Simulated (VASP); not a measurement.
# AlN (P6_3mc) in VASP: a series of runs, part 3 of 3

VASP 6.6.1.

### 5 Single point, PBEsol (cell and atoms relaxed tightly for response)

Input file INCAR:

```
SYSTEM = AlN
PREC = Accurate
ENCUT = 520
EDIFF = 1E-6
ISMEAR = 0
SIGMA = 0.01
LREAL = .FALSE.
LASPH = .TRUE.
NELM = 60
ALGO = Fast
ISIF = 2
LWAVE = .FALSE.
LCHARG = .FALSE.
GGA = PS
NBANDS = 16
```

Input file KPOINTS:

```
Automatic mesh
0
G
  9 9 6
  0 0 0
```

Input file POSCAR:

```
AlN
1.0
    3.1138126617      0.0000000000      0.0000000000
   -1.5569063308      2.6966408676      0.0000000000
    0.0000000000      0.0000000000      4.9833864630
Al N
2 2
Direct
    0.3333333333      0.6666666667     -0.0009968572
    0.6666666667      0.3333333333      0.4990031428
    0.3333333333      0.6666666667      0.3809968572
    0.6666666667      0.3333333333      0.8809968572
```

Potentials or basis: VASP PAW PBE potentials, release 64 (Al, N).

Launch:

```console
$ cat potpaw_PBE.64/Al/POTCAR potpaw_PBE.64/N/POTCAR > POTCAR
$ mpirun -np 1 vasp_std > vasp.out
```

OUTCAR:

```text
SYSTEM = AlN
   PREC = Accurate
   ENCUT = 520
   EDIFF = 1E-6
   ISMEAR = 0
   LREAL = .FALSE.
   LASPH = .TRUE.
   NELM = 60
   ISIF = 2
   GGA = PS

 ion  position               nearest neighbor table
   1  0.333  0.667  0.999-   4 1.89   4 1.89   4 1.89   3 1.90   2 3.07   2 3.07   2 3.07   2 3.07
                             2 3.07   2 3.07
   2  0.667  0.333  0.499-   3 1.89   3 1.89   3 1.89   4 1.90   1 3.07   1 3.07   1 3.07   1 3.07
                             1 3.07   1 3.07
   3  0.333  0.667  0.381-   2 1.89   2 1.89   2 1.89   1 1.90
   4  0.667  0.333  0.881-   1 1.89   1 1.89   1 1.89   2 1.90

  LATTYP: Found a hexagonal cell.
 ALAT       =     3.1138126617
 C/A-ratio  =     1.6004130641

  Lattice vectors:

 A1 = (   3.1138126617,   0.0000000000,   0.0000000000)
 A2 = (  -1.5569063308,   2.6966408676,   0.0000000000)
 A3 = (   0.0000000000,   0.0000000000,   4.9833864630)

Analysis of symmetry for initial positions (statically):
=====================================================================
 Subroutine PRICEL returns:
 Original cell was already a primitive cell.

 Routine SETGRP: Setting up the symmetry group for a
 hexagonal supercell.

 Subroutine GETGRP returns: Found 12 space group operations
 (whereof  6 operations were pure point group operations)
 out of a pool of 24 trial point group operations.

The static configuration has the point symmetry C_3v.
 The point group associated with its full space group is C_6v.

Analysis of symmetry for dynamics (positions and initial velocities):
=====================================================================
 Subroutine PRICEL returns:
 Original cell was already a primitive cell.

 Routine SETGRP: Setting up the symmetry group for a
 hexagonal supercell.

 Subroutine GETGRP returns: Found 12 space group operations
 (whereof  6 operations were pure point group operations)
 out of a pool of 24 trial point group operations.

The dynamic configuration has the point symmetry C_3v.
 The point group associated with its full space group is C_6v.

 Subroutine INISYM returns: Found 12 space group operations
 (whereof  6 operations are pure point group operations),
 and found     1 'primitive' translations

----------------------------------------------------------------------------------------

                                     Primitive cell

  volume of cell :      41.8447

  direct lattice vectors                    reciprocal lattice vectors
     3.113812662  0.000000000  0.000000000     0.321149699  0.185415865  0.000000000
    -1.556906331  2.696640868  0.000000000     0.000000000  0.370831731  0.000000000
     0.000000000  0.000000000  4.983386463     0.000000000  0.000000000  0.200666757

  length of vectors
     3.113812662  3.113812662  4.983386463     0.370831731  0.370831731  0.200666757

  position of ions in fractional coordinates (direct lattice)
     0.333333333  0.666666667  0.999003143
     0.666666667  0.333333333  0.499003143
     0.333333333  0.666666667  0.380996857
     0.666666667  0.333333333  0.880996857

  ion indices of the primitive-cell ions
   primitive index   ion index
                 1           1
                 2           2
                 3           3
                 4           4

----------------------------------------------------------------------------------------

 KPOINTS: Automatic mesh

Automatic generation of k-mesh.
[... 24 lines left out ...]
  0.111111  0.000000  0.000000      6.000000
  0.222222 -0.000000  0.000000      6.000000
  0.333333  0.000000  0.000000      6.000000
  0.444444 -0.000000  0.000000      6.000000
  0.111111  0.111111  0.000000      6.000000
[... 16 lines left out ...]
  0.333333  0.222222  0.166667     24.000000
  0.333333  0.333333  0.166667      4.000000
 [... further k-points ...]
   k-points           NKPTS =     48   k-points in BZ     NKDIM =     48   number of bands    NBANDS=     16
   number of dos      NEDOS =    301   number of ions     NIONS =      4
   total plane-waves  NPLWV =  23040
   dimension x,y,z NGX =    24 NGY =   24 NGZ =   40
   dimension x,y,z NGXF=    48 NGYF=   48 NGZF=   80
   ions per type =               2   2
   NGX,Y,Z   is equivalent  to a cutoff of  12.81, 12.81, 13.34 a.u.
   NGXF,Y,Z  is equivalent  to a cutoff of  25.63, 25.63, 26.69 a.u.
 SYSTEM =  AlN
   PREC   = accura    normal or accurate (medium, high low for compatibility)
   ISTART =      0    job   : 0-new  1-cont  2-samecut
   ICHARG =      2    charge: 1-file 2-atom 10-const
   ISPIN  =      1    spin polarized calculation?
   LNONCOLLINEAR =      F non collinear calculations
   LSORBIT =      F    spin-orbit coupling
   LASPH  =      T    aspherical Exc in radial PAW
   ENCUT  =  520.0 eV  38.22 Ry    6.18 a.u.   5.79  5.79  9.27*2*pi/ulx,y,z
   NELM   =     60;   NELMIN=  2; NELMDL= -5     # of ELM steps
   EDIFF  = 0.1E-05   stopping-criterion for ELM
   LREAL  =      F    real-space projection
   EDIFFG = 0.1E-04   stopping-criterion for IOM
   NSW    =      0    number of steps for IOM
   IBRION =     -1    ionic relax: 0-MD 1-quasi-New 2-CG
   NFREE  =      0    steps in history (QN), initial steepest desc. (CG)
   ISIF   =      2    stress and relaxation
   ISYM   =      2    0-nonsym 1-usesym 2-fastsym
   POTIM  = 0.5000    time-step for ionic-motion
   TEBEG  =    0.0;   TEEND  =   0.0 temperature during run
   PSTRESS=    0.0 pullay stress
   NELECT =      16.0000    total number of electrons
   NUPDOWN=      -1.0000    fix difference up-down
   EMIN   =  10.00;   EMAX   =-10.00  energy-range for DOS
   EFERMI =   0.00;   METHOD = LEGACY
   ISMEAR =     0;   SIGMA  =   0.01  broadening in eV -4-tet -1-fermi 0-gaus
   EFERMI_NEDOS =   21; number of points for ismear=-14 and -15
   IALGO  =     68    algorithm
   IMIX   =      4    mixing-type and parameters
     AMIX     =   0.40;   BMIX     =  1.00
     AMIX_MAG =   1.60;   BMIX_MAG =  1.00
  volume/ion in A,a.u.               =      10.46        70.60
  Fermi-wavevector in a.u.,A,eV,Ry     =   1.188233  2.245434 19.210019  1.411897
  Thomas-Fermi vector in A             =   2.324367
   LORBIT       =      0    0 simple, 1 ext, 2 COOP (PROOUT), +10 PAW based schemes
   GGA     = PS    functional components
   LHFCALC =     F    Hartree Fock is set to
   AEXX    =    0.0000 exact exchange contribution
   IVDW    =     0    specifies the selected vdW correction
   LEPSILON=     F    determine dielectric tensor
   LRPA    =     F    only Hartree local field effects (RPA)
 non-spin polarized calculation
 RMM-DIIS sequential band-by-band and
 Gauss-broadening in eV      SIGMA  =   0.01
  energy-cutoff  :      520.00
  volume of cell :       41.84
 maximum number of plane-waves:      1152
 NGX is ok and might be reduce to    24
   NGX = 11   NGY = 11   NGZ = 19

 number of electron      15.9999997 magnetization

 Free energy of the ion-electron system (eV)
  ---------------------------------------------------
  ext. energy  EPLUGINS =         0.00000000
  ---------------------------------------------------
  free energy    TOTEN  =       -31.31239857 eV

  energy without entropy =      -31.31239857  energy(sigma->0) =      -31.31239857

 E-fermi :   6.1086     XC(G=0): -11.0993

 val. band max:        6.0523684462   @ k =   0.0000   0.0000   0.0000
 cond. band min:      10.1628370474   @ k =   0.0000   0.0000   0.0000
 fundamental gap:      4.1104686012
 Fermi energy:         6.1086447669

 k-point     1 :       0.0000    0.0000    0.0000
  band No.  band energies     occupation
      1      -9.1099      2.00000
      2      -6.9297      2.00000
      3       0.0014      2.00000
      4       5.1736      2.00000
      5       5.1736      2.00000
      6       5.8279      2.00000
[... 433 lines left out ...]
      3       1.2835      2.00000
      4       1.8428      2.00000
      5       1.8428      2.00000
      6       3.3221      2.00000
[... 8 lines left out ...]
     15      18.9512      0.00000
     16      21.0097      0.00000

 [... further k-points ...]
[... 5 lines left out ...]
  --------------------------------------------------------------------------------------
  -------------------------------------------------------------------------------------
  Total       -0.0213421     -0.0213421     -0.0163173     -0.0000000      0.0000000      0.0000000
  in kB       -0.8171604     -0.8171604     -0.6247692     -0.0000000      0.0000000      0.0000000
  external PRESSURE =      -0.7530300 kB  Pullay stress =       0.0000000 kB

 VOLUME and BASIS-vectors are now :
 -----------------------------------------------------------------------------
  energy-cutoff  :      520.00
  volume of cell :       41.84
      direct lattice vectors                 reciprocal lattice vectors
     3.113812662  0.000000000  0.000000000     0.321149699  0.185415865  0.000000000
    -1.556906331  2.696640868  0.000000000     0.000000000  0.370831731  0.000000000
     0.000000000  0.000000000  4.983386463     0.000000000  0.000000000  0.200666757

 POSITION                                       TOTAL-FORCE (eV/Angst)
 -----------------------------------------------------------------------------------
     -0.00000      1.79776      4.97842        -0.000000      0.000000     -0.000282
      1.55691      0.89888      2.48673         0.000000     -0.000000     -0.000282
     -0.00000      1.79776      1.89865         0.000000      0.000000      0.000282
      1.55691      0.89888      4.39035        -0.000000     -0.000000      0.000282
 -----------------------------------------------------------------------------------
    total drift:                               -0.000000      0.000000      0.000486

  FREE ENERGIE OF THE ION-ELECTRON SYSTEM (eV)
  ---------------------------------------------------
  free  energy   TOTEN  =       -31.3123985715 eV

  energy  without entropy=      -31.3123985715  energy(sigma->0) =      -31.31239857
```

OSZICAR:

```text
N       E                     dE             d eps       ncg     rms          rms(c)
DAV:   1     0.384125239667E+02    0.38413E+02   -0.74555E+03  1544   0.903E+02
DAV:   2    -0.324152774566E+02   -0.70828E+02   -0.65102E+02  2184   0.186E+02
DAV:   3    -0.357378777250E+02   -0.33226E+01   -0.33141E+01  1888   0.417E+01
DAV:   4    -0.357581049390E+02   -0.20227E-01   -0.20226E-01  1952   0.365E+00
DAV:   5    -0.357583684881E+02   -0.26355E-03   -0.26355E-03  1920   0.421E-01    0.117E+01
RMM:   6    -0.313576424896E+02    0.44007E+01   -0.86228E+00  1536   0.159E+01    0.408E+00
RMM:   7    -0.313474736407E+02    0.10169E-01   -0.74769E-01  1707   0.684E+00    0.278E+00
RMM:   8    -0.313193195178E+02    0.28154E-01   -0.70580E-02  1590   0.214E+00    0.528E-01
RMM:   9    -0.313123655717E+02    0.69539E-02   -0.13117E-02  1807   0.799E-01    0.274E-01
RMM:  10    -0.313123665273E+02   -0.95556E-06   -0.40204E-03  1872   0.375E-01    0.953E-02
RMM:  11    -0.313123952515E+02   -0.28724E-04   -0.31227E-04  1771   0.152E-01    0.310E-02
RMM:  12    -0.313123977702E+02   -0.25186E-05   -0.55676E-05  1900   0.556E-02    0.149E-02
RMM:  13    -0.313123985715E+02   -0.80132E-06   -0.90727E-06  1884   0.256E-02
   1 F= -.31312399E+02 E0= -.31312399E+02  d E =-.204445E-18
```

stdout:

```text
POSCAR found type information on POSCAR AlN
 POSCAR found :  2 types and       4 ions
 scaLAPACK will be used
 -----------------------------------------------------------------------------
|                                                                             |
|                                                                             |
|     You enforced a specific xc type in the INCAR file but a different       |
|     I HOPE YOU KNOW WHAT YOU ARE DOING!                                     |
|                                                                             |
 -----------------------------------------------------------------------------

 LDA part: xc-table for (Slater+PW92), standard interpolation
 POSCAR, INCAR and KPOINTS ok, starting setup
 FFT: planning ... GRIDC
 FFT: planning ... GRID_SOFT
 FFT: planning ... GRID
 WAVECAR not read
 entering main loop
```

Wall time 30 s (1 thread of Intel Xeon Platinum 8488C (Sapphire Rapids), shared host); peak memory 0.16 GiB.

Results:

| Quantity | Value |
| --- | --- |
| Free energy | -31.3124 eV |
| Pressure | -0.1 GPa |
| Band gap on the k mesh | 4.11 eV, direct |

Levels at points of the mesh, in eV from the valence-band top:
| k point | band 4 | band 5 | band 6 | band 7 | band 8 | band 9 | band 10 | band 11 | band 12 | band 13 |
| --- | --- | --- | --- | --- | --- | --- | --- | --- | --- | --- |
| (0.00, 0.00, 0.00) | -0.88 | -0.88 | -0.22 | -0.22 | 0.00 | 4.11 | 6.54 | 10.49 | 11.02 | 11.02 |
| (0.00, 0.00, 0.50) | -3.36 | -0.56 | -0.56 | -0.56 | -0.56 | 6.36 | 6.36 | 10.20 | 10.20 | 11.34 |

Caveat: the PAW data sets were made with another functional, which shifts forces and pressure a little; an odd mesh through Γ misses points on the zone boundary, where band edges often lie.

### 6 Relaxation of cell and atoms, PBEsol (cell and atoms relaxed tightly for response)

Input file INCAR:

```
  PREC = Accurate
  ENCUT = 600
  EDIFF = 1E-6
  ISMEAR = 0
  SIGMA = 0.01
  LREAL = False
  LASPH = True
  NELM = 100
  ALGO = Fast
  ISIF = 3
  LWAVE = False
  LCHARG = False
  GGA = PS
  IBRION = 2
  NSW = 80
  EDIFFG = -0.001
```

Input file KPOINTS:

```
Automatic mesh
0
Gamma
  9 9 6
```

POSCAR is that of step 5.

Potentials or basis: VASP PAW PBE potentials, release 64 (Al, N).

Launch:

```console
$ cat potpaw_PBE.64/Al/POTCAR potpaw_PBE.64/N/POTCAR > POTCAR
$ mpirun -np 1 vasp_std > vasp.out
```

It took 2.1 min on 1 thread of Intel Xeon Platinum 8488C (Sapphire Rapids), shared host; peak memory 0.19 GiB.

The run converged. Its results:

| Item | Value |
| --- | --- |
| Free energy | -31.3157 eV |
| Relaxed volume | 10.45 Å³/atom |
| Relaxed cell | a = 3.113 Å, b = 3.113 Å, c = 4.982 Å, α = 90.00°, β = 90.00°, γ = 120.00° |
| Space group after relaxing (to 0.05 Å) | P6_3mc (No. 186) |
| Energy gained by relaxing | 0.0 meV/atom |
| Ionic steps | 19 |
| Pressure after relaxing | 0.0 GPa |
| Band gap on the k mesh | 4.12 eV, direct |

Final structure:
```cif
data_structure
_symmetry_space_group_name_H-M 'P 1'
_symmetry_Int_Tables_number 1
_cell_length_a 3.1130
_cell_length_b 3.1130
_cell_length_c 4.9823
_cell_angle_alpha 90.000
_cell_angle_beta 90.000
_cell_angle_gamma 120.000
_cell_volume 41.81
loop_
_atom_site_label
_atom_site_type_symbol
_atom_site_fract_x
_atom_site_fract_y
_atom_site_fract_z
_atom_site_occupancy
Al1 Al 0.33333 0.66667 0.99900 1
Al2 Al 0.66667 0.33333 0.49900 1
N1 N 0.33333 0.66667 0.38100 1
N2 N 0.66667 0.33333 0.88100 1
```

Levels at points of the mesh, in eV from the valence-band top:
```
           k point  band 6  band 7  band 8  band 9  band 10  band 11
(0.00, 0.00, 0.00)   -0.22   -0.22    0.00    4.12     6.55    10.50
(0.00, 0.00, 0.50)   -0.56   -0.56   -0.56    6.37     6.37    10.20
```

Caveat: the PAW data sets were made with another functional, which shifts forces and pressure a little; an odd mesh through Γ misses points on the zone boundary, where band edges often lie.

### 7 Overview

```tsv
task	cell	k mesh	cutoff (eV)	smearing	gap on the mesh (eV)	pressure (GPa)
single point	cell and atoms relaxed tightly for response	9 × 9 × 6	520	gaussian 0.01 eV	4.11	-0.1
relaxation of cell and atoms	relaxed from: cell and atoms relaxed tightly for response	9 × 9 × 6	600	gaussian 0.01 eV	4.12	0.0
single point	as given	6 × 6 × 4	520	gaussian 0.1 eV	4.15	0.2
```

Alike in all rows: level PBEsol; potentials or basis VASP PAW PBE potentials, release 64 (Al, N); no spin polarisation.

Caveats: the PAW data sets were made with another functional, which shifts forces and pressure a little; an odd mesh through Γ misses points on the zone boundary, where band edges often lie (some runs).

Absolute energies hang on the potentials; compare differences alone.

### 8 Comparison with measurements

Step 4. Against the measured gap of AlN, 6.0343 eV (an exciton energy, a little under the gap; 0 K; quoted in “Structural and optical properties of self-assembled AlN nanowires grown on SiO2/Si substrates by molecular beam epitaxy”, 2024, arxiv:2402.00216), the calculated 4.15 eV is off by -1.89 eV. 2 values of this kind are on record (6.034 to 6.0343 eV); this one was drawn at random. The value is that of PBEsol, without temperature or zero-point motion. Semilocal functionals fall short of measured gaps as a rule.
